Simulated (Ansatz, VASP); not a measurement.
# C in VASP and in Ansatz

```
CELL_PARAMETERS angstrom
0.00000 1.76587 1.76587
1.76587 0.00000 1.76587
1.76587 1.76587 0.00000
ATOMIC_POSITIONS crystal
C 0.50000 0.50000 0.50000
C 0.75000 0.75000 0.75000
```

Alike in both runs: functional LDA; k mesh 22 × 22 × 22; occupations fermi-dirac, width 0.1 eV; no spin polarisation.

Ansatz relaxed the structure, and its values are those at the end. VASP's run is a single point on that final structure, the one shown.

|  | VASP | Ansatz |
| --- | --- | --- |
| version | VASP 6.6.1 | Ansatz 0.2.0 |
| potentials or method | VASP PAW LDA potentials, release 64 (C) | PAW with Ansatz's default frozen-core files, scalar-relativistic |
| plane-wave cutoff (eV) | 520 | 420 |
| valence electrons in the cell | 8 | 8 |

|  | VASP | Ansatz | Ansatz less VASP |
| --- | --- | --- | --- |
| pressure (GPa) | 1.6 | 0.0 | -1.63 |
